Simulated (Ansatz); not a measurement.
# WC (P1) in Ansatz: convergence with smearing width

Aim: find how far smearing width must go before the results for WC settle, at r2SCAN. This setting moves, with any that are tied to it; all else stays.

All numbers are computed with Ansatz 0.2.0; they aren't measurements. Logs are shortened: lines on timing, memory, paths and dates and some standing lists are left out, and cuts for length are marked.

## 1. The cell of the first run

The typed cell holds 2 atoms: a = 2.679 Å, b = 2.679 Å, c = 4.309 Å, α = 90.00°, β = 90.00°, γ = 104.49°.

The cell was built by a generator and needn't be a form met in nature.

The cell isn't the ideal one: atoms moved at random, drawn with an rms of 0.05 Å.

## 2. With smearing width 0.3 eV

File input.yaml:

```yaml
crystal:
  lattice:
    - [1.64034611, -2.1180379, 0.0]
    - [1.64034611, 2.1180379, 0.0]
    - [0.0, 0.0, 4.3094211]
  atoms:
    - { symbol: W, position: [0.514819, 0.522701, 0.493888] }
    - { symbol: C, position: [-0.003495, 0.007204, -0.00962] }
hamiltonian:
  xc: r2scan
  pseudopotentials: { kind: paw }
kpoints:
  mp_grid: { grid: [7, 7, 5] }
scf:
  occupations: { method: fermi_dirac, width: 0.3 }
output:
  forces: true
  stress: true
  eigenvalues: true
```

Potentials or basis: Ansatz PAW.

Started as:

```console
$ ansatz run input.yaml --threads 2 --pin off --max-ram 5632MiB --backend cpu --events-out ev --progress --plain --runs-dir out
```

Wall time 5.5 s (2 threads of Arm Neoverse V1, shared host); peak memory 0.41 GiB.

What came out:

- Free energy: -10643.3397 eV
- Pressure: -33.5 GPa
- Largest force: 0.250 eV/Å
- Band gap on the k mesh: none (metal or under the smearing width)

## 3. With smearing width 0.2 eV

input.yaml, as its differences from that of step 2:

```diff
@@ -14,3 +14,3 @@
 scf:
-  occupations: { method: fermi_dirac, width: 0.3 }
+  occupations: { method: fermi_dirac, width: 0.2 }
 output:
```

Potentials or basis: Ansatz PAW.

Started as:

```console
$ ansatz run input.yaml --threads 2 --pin off --max-ram 5632MiB --backend cpu --events-out ev --progress --plain --runs-dir out
```

Wall time 5.1 s (2 threads of Arm Neoverse V1, shared host); peak memory 0.41 GiB.

What came out:

| Item | Value |
| --- | --- |
| Free energy | -10643.2049 eV |
| Pressure | -34.1 GPa |
| Largest force | 0.246 eV/Å |
| Band gap on the k mesh | none (metal or under the smearing width) |

## 4. With smearing width 0.15 eV

input.yaml, as its differences from that of step 3:

```diff
@@ -14,3 +14,3 @@
 scf:
-  occupations: { method: fermi_dirac, width: 0.2 }
+  occupations: { method: fermi_dirac, width: 0.15 }
 output:
```

Started as:

```console
$ ansatz run input.yaml --threads 2 --pin off --max-ram 5632MiB --backend cpu --events-out ev --progress --plain --runs-dir out
```

It took 5.1 s on 2 threads of Arm Neoverse V1, shared host; peak memory 0.41 GiB.

Results:

```
Free energy            : -10643.1586 eV
Pressure               : -34.3 GPa
Largest force          : 0.241 eV/Å
Band gap on the k mesh : none (metal or under the smearing width)
```

## 5. With smearing width 0.1 eV

input.yaml, as its differences from that of step 4:

```diff
@@ -14,3 +14,3 @@
 scf:
-  occupations: { method: fermi_dirac, width: 0.15 }
+  occupations: { method: fermi_dirac, width: 0.1 }
 output:
```

Started as:

```console
$ ansatz run input.yaml --threads 2 --pin off --max-ram 5632MiB --backend cpu --events-out ev --progress --plain --runs-dir out
```

Run time: 5.4 s. Hardware: 2 threads of Arm Neoverse V1, shared host; peak memory 0.41 GiB.

Results:

```
Free energy            : -10643.1272 eV
Pressure               : -34.4 GPa
Largest force          : 0.232 eV/Å
Band gap on the k mesh : none (metal or under the smearing width)
```

## 6. With smearing width 0.05 eV

input.yaml, as its differences from that of step 5:

```diff
@@ -14,3 +14,3 @@
 scf:
-  occupations: { method: fermi_dirac, width: 0.1 }
+  occupations: { method: fermi_dirac, width: 0.05 }
 output:
```

Potentials or basis: Ansatz PAW.

Started as:

```console
$ ansatz run input.yaml --threads 2 --pin off --max-ram 5632MiB --backend cpu --events-out ev --progress --plain --runs-dir out
```

It took 5.3 s on 2 threads of Arm Neoverse V1, shared host; peak memory 0.41 GiB.

It converged, with:

- Free energy: -10643.1106 eV
- Pressure: -34.4 GPa
- Largest force: 0.222 eV/Å
- Band gap on the k mesh: none (metal or under the smearing width)

## 7. With smearing width 0.025 eV

input.yaml, as its differences from that of step 6:

```diff
@@ -14,3 +14,3 @@
 scf:
-  occupations: { method: fermi_dirac, width: 0.05 }
+  occupations: { method: fermi_dirac, width: 0.025 }
 output:
```

Started as:

```console
$ ansatz run input.yaml --threads 2 --pin off --max-ram 5632MiB --backend cpu --events-out ev --progress --plain --runs-dir out
```

Wall time 5.3 s (2 threads of Arm Neoverse V1, shared host); peak memory 0.41 GiB.

It converged, with:

```yaml
Free_energy: -10643.1068 eV
Pressure: -34.4 GPa
Largest_force: 0.219 eV/Å
Band_gap_on_the_k_mesh: none (metal or under the smearing width)
```

## 8. With smearing width 0.01 eV

input.yaml, as its differences from that of step 7:

```diff
@@ -14,3 +14,3 @@
 scf:
-  occupations: { method: fermi_dirac, width: 0.025 }
+  occupations: { method: fermi_dirac, width: 0.01 }
 output:
```

Started as:

```console
$ ansatz run input.yaml --threads 2 --pin off --max-ram 5632MiB --backend cpu --events-out ev --progress --plain --runs-dir out
```

Wall time 5.4 s (2 threads of Arm Neoverse V1, shared host); peak memory 0.41 GiB.

Results (log left out):

- Free energy: -10643.1057 eV
- Pressure: -34.4 GPa
- Largest force: 0.218 eV/Å
- Band gap on the k mesh: none (metal or under the smearing width)

## 9. With smearing width 0.005 eV

input.yaml, as its differences from that of step 8:

```diff
@@ -14,3 +14,3 @@
 scf:
-  occupations: { method: fermi_dirac, width: 0.01 }
+  occupations: { method: fermi_dirac, width: 0.005 }
 output:
```

Potentials or basis: Ansatz PAW.

Started as:

```console
$ ansatz run input.yaml --threads 2 --pin off --max-ram 5632MiB --backend cpu --events-out ev --progress --plain --runs-dir out
```

The program printed:

```text
Warning: RAYON_NUM_THREADS=2 ignored (pool sized by the plan → 2); use --threads N
Engine: ansatz 0.2.0, aarch64-unknown-linux-gnu
Pseudopotentials: kind: paw
Pseudopotential: W, paw, valence charge 14, recommended cutoff 500 eV (meta_gga), W.paw.azcp
Pseudopotential: C, paw, valence charge 4, recommended cutoff 500 eV (meta_gga), C.paw.azcp
Functional definition: r2SCAN
  parameter k0 = 0.174
  parameter k1 = 0.065
  parameter a1 = 4.9479
  exchange = r2scan_x(k0 = k0, k1 = k1, a1 = a1)
  correlation = r2scan_c
Crystal: 2 atoms, lattice volume = 29.945 Å³
Basis set: ecut = 500 eV, 765 PW (Γ), exchange–correlation on 80×80×128 points (64 copies of the dense FFT grid, shifted against one another)
Bands: 13, of which v1, the nominal top of the filled ones, is band 9 counted from 1 (8 counted from 0)
Symmetry: 1 space group operations
Space group: P1 (ITA 1), of the structure as read, at distance tolerance 3.1e-5 Å
k-points: 123 of 245 (time reversal used)
Non-local potential: W, projectors of the file, l = 0: 3, l = 1: 2, l = 2: 2, l = 3: 1
Non-local potential: C, projectors of the file, l = 0: 2, l = 1: 2, l = 2: 1
PAW form: soft (Blöchl's): semilocal exchange-correlation on the pseudo side does not see the compensation charge
PAW frozen core: W, regenerated for the run's functional (the file was generated under x = pbe(κ = 0.804, μ = 0.2195149727645171), c = pbe(β = 0.06672455060314922))
PAW frozen core: C, regenerated for the run's functional (the file was generated under x = pbe(κ = 0.804, μ = 0.2195149727645171), c = pbe(β = 0.06672455060314922))
PAW one-centre angular grid: W, 590 points (default); XC on 160 Gauss nodes
PAW one-centre angular grid: C, 302 points (default); XC on 239 of its mesh's 2573 points in the sphere
Initial density: superposition of atomic densities (neutral atoms: chi_scale 0, normalization atom), corrected by the library's trained network
Initial wavefunctions: pseudopotential atomic-orbital guess
Functional: x = r2scan, c = r2scan; τ floored in thin density (d = 2e-4 eV/Å³)
SCF iter   1: F=—  HF=-10643.091513 eV  |F-HF|=—  |Δ(HF+E_count)|=         —  Δρ=9.15e-3  dr2=2.02e-2  dr2_τ=3.02e-2  ethr=1.77e-3  ⟨swp⟩=6.0  Hψ=8284  notcnv=0
preconditioner: auto → none  [insulator: Δε(μ)=0.052 eV  Ē_g=6.600 eV  σ=0.005 eV  W_gap=0.59  n_scr=6 (ndim 8)  ℏωp=21.5 eV  f_vac=0.000  D(μ)=3.23/eV (n_scr^D=42)  ε∞_Penn≈11.6]
SCF iter   2: F=—  HF=-10643.110983 eV  |F-HF|=—  |Δ(HF+E_count)|=   1.95e-2  Δρ=8.89e-3  dr2=5.35e-2  dr2_τ=2.97e-3  ethr=1.12e-4  ⟨swp⟩=3.0  Hψ=3845  notcnv=0  defer=22
SCF iter   3: F=—  HF=-10643.105705 eV  |F-HF|=—  |Δ(HF+E_count)|=   5.28e-3  Δρ=4.76e-3  dr2=9.38e-3  dr2_τ=1.10e-3  ethr=1.12e-4  ⟨swp⟩=2.1  Hψ=2631  notcnv=0  defer=22
SCF iter   4: F=—  HF=-10643.105311 eV  |F-HF|=—  |Δ(HF+E_count)|=   3.95e-4  Δρ=1.52e-3  dr2=6.44e-4  dr2_τ=2.08e-5  ethr=5.21e-5  ⟨swp⟩=2.0  Hψ=2020  notcnv=0  defer=22
SCF iter   5: F=—  HF=-10643.105388 eV  |F-HF|=—  |Δ(HF+E_count)|=   7.71e-5  Δρ=3.12e-4  dr2=2.51e-5  dr2_τ=8.78e-7  ethr=3.58e-6  ⟨swp⟩=2.3  Hψ=2372  notcnv=0  defer=22
SCF iter   6: F=—  HF=-10643.105396 eV  |F-HF|=—  |Δ(HF+E_count)|=   7.82e-6  Δρ=5.69e-5  dr2=8.93e-7  dr2_τ=8.09e-8  ethr=1.40e-7  ⟨swp⟩=2.4  Hψ=2405  notcnv=0  defer=22
SCF iter   7: F=—  HF=-10643.105396 eV  |F-HF|=—  |Δ(HF+E_count)|=   4.47e-8  Δρ=1.77e-5  dr2=1.10e-7  dr2_τ=7.84e-9  ethr=4.96e-9  ⟨swp⟩=2.5  Hψ=2523  notcnv=0  defer=22
SCF iter   8: F=-10643.105396 eV  HF=-10643.105396 eV  |F-HF|=1.62e-8  |Δ(HF+E_count)|=   7.65e-9  Δρ=6.54e-6  dr2=2.31e-8  dr2_τ=7.31e-10  ethr=5.56e-10  ⟨swp⟩=5.1  Hψ=5461  notcnv=0
SCF 1 converged in 8 iterations: F = -10643.105396 eV  dr2 = 2.31e-8
SCF converged after 8 iterations
Free energy (F): -10643.105396 eV
Harris-Foulkes:  -10643.105396 eV  (|F-HF|=1.62e-8)
Internal energy: -10643.105137 eV  (E = F + TS)
E sigma→0 (E₀):  -10643.105266 eV
Entropy (-TS):   -0.000259 eV (-0.129 meV/atom)
Fermi energy:    13.702470 eV
--- Per-component energies (eV) ---
  E_band       = -193.645262
  E_kinetic    = 517.705997
  E_local      = -1022.969211  (includes V_loc(G=0)·N_el)
  E_nonlocal   = 29.715613
  E_hartree    = 358.646986
  E_xc         = -288.880487
  E_vxc        = -314.642065  (∫ρ·V_xc dr)
  E_paw        = -8691.971859  (= ΣΔE_a)
  E_vpaw       = -137.296442  (= ΣTr[D̂ρ^β])
  E_aug_tail   = -0.000049  (compensation charges beyond the density's cutoff)
  E_vtau       = 16.545941  (kinetic-family band-sum trace: ∫τ·v_τ [+ j·A + Jᵃ·Aᵃ] dr)
  E_ewald      = -1544.739406
  E_core_change = -0.612723  (= ΣΔE_core)
  E_smearing   = -0.000259  (= −TS)
  E_closure    = 0.000000  (closes the sum)
  Σ components = -10643.105396   (vs F -10643.105396, Δ=0.00e0)
--- Forces (eV/Å), atoms counted from 1 ---
  atom   1  W      0.16646955    -0.00699959     0.14205037
  atom   2  C     -0.16648099     0.00700217    -0.14210151
  max |Σ_I F_I| component: 5.11e-5 eV/Å
--- Stress (GPa, compression-positive) ---
      -40.173489      -0.002215       0.205765
       -0.002215      -1.981775      -0.003615
        0.205760      -0.003615     -61.196569
  P = ⅓ Tr σ = -34.4506 GPa (-344.506 kbar)
--- Band table (eV; the first three rows and the last of 123) ---
  k-point 0: bands = ["-63.0394", "-26.7439", "-26.0636", "-25.7763", "0.5627", "7.7349", "9.9509", "10.2063", "15.6081", "15.7669", "16.0784", "16.4735", "16.5802"]
  k-point 1: bands = ["-63.0394", "-26.7466", "-26.0635", "-25.7762", "0.8287", "6.8121", "9.9604", "10.5296", "14.5887", "16.1835", "16.3571", "17.0980", "17.2501"]
  k-point 2: bands = ["-63.0393", "-26.7509", "-26.0633", "-25.7761", "1.3823", "5.5221", "9.9759", "10.8137", "13.9780", "15.9306", "16.4318", "17.5742", "18.1473"]
  k-point 122: bands = ["-62.9408", "-26.9871", "-26.5994", "-26.0798", "3.4252", "8.8434", "9.5437", "10.7577", "12.8689", "14.6167", "15.2432", "15.8903", "17.9026"]
```

Wall time 5.6 s (2 threads of Arm Neoverse V1, shared host); peak memory 0.41 GiB.

What came out:

```yaml
Free_energy: -10643.1054 eV
Pressure: -34.5 GPa
Largest_force: 0.219 eV/Å
Band_gap_on_the_k_mesh: none (metal or under the smearing width)
```

## 10. Summary

```tsv
smearing width	energy less the tightest run, at zero smearing (meV/atom)	pressure (GPa)	largest force (eV/Å)	SCF cycles	CPU time (s)	peak memory (GiB)
0.3 eV	3.71	-33.47	0.250	7	11	0.41
0.2 eV	3.84	-34.10	0.246	6	9.9	0.41
0.15 eV	2.55	-34.31	0.241	6	9.8	0.41
0.1 eV	0.89	-34.42	0.232	7	11	0.41
0.05 eV	-0.16	-34.40	0.222	7	10	0.41
0.025 eV	-0.11	-34.41	0.219	7	10	0.41
0.01 eV	-0.06	-34.44	0.218	7	10	0.41
0.005 eV	0.00	-34.45	0.219	8	11	0.41
```

Against the tightest run, the energy stays within 1 meV/atom from 0.1 eV on; the pressure stays within 0.1 GPa from 0.1 eV on; the largest force stays within 0.005 eV/Å from 0.05 eV on. Narrower smearing needs a denser k mesh, so at a fixed mesh the narrowest width isn't the most accurate. The tightest run that finished is the yardstick and may itself not be fully converged.

Caveats: the PAW data sets come from PBE, with cores solved anew for the run's functional, which leaves a small shift of forces and pressure.
